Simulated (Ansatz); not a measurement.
Cu Kα1 powder pattern (kinematic, no thermal factors).
```tsv
2θ (°)	relative intensity
15.22	2
21.05	2
25.11	22
28.92	100
29.13	98
29.16	98
41.51	76
41.53	76
41.69	75
49.00	4
49.27	4
49.30	4
51.53	81
59.93	13
60.39	13
60.45	13
66.23	2
66.25	2
66.47	2
68.00	18
68.01	18
68.33	17
68.38	18
68.45	17
68.49	17
75.64	26
75.96	26
76.00	26
80.96	1
81.39	1
81.57	1
81.64	1
```

The pattern is computed from a structure relaxed with Ansatz 0.2.0, DFT PBE, scalar-relativistic, plane waves, PAW. No spin polarisation. Its elements are Cd, Hg, Te.

**Question.** Give the structure.

**Answer.** CdHg₅Te₆.
Space group Cmmm (No. 65). a = 6.126 Å, b = 18.508 Å, c = 6.121 Å, α = 90.00°, β = 90.00°, γ = 90.00°
| atom | site | symmetry | x | y | z |
| --- | --- | --- | --- | --- | --- |
| Cd | 2a | mmm | 0.0000 | 0.0000 | 0.0000 |
| Hg | 4j | m2m | 0.5000 | 0.3336 | 0.5000 |
| Hg | 4i | m2m | 0.5000 | 0.1663 | 0.0000 |
| Hg | 2c | mmm | 0.5000 | 0.0000 | 0.5000 |
| Te | 4j | m2m | 0.0000 | 0.3325 | 0.5000 |
| Te | 4i | m2m | 0.0000 | 0.1637 | 0.0000 |
| Te | 2d | mmm | 0.0000 | 0.0000 | 0.5000 |
| Te | 2b | mmm | 0.5000 | 0.0000 | 0.0000 |

A pattern alone doesn't exclude other cells with like lines; this is the one computed.

The cell was found from a structure generator's guess, not taken from experiment.
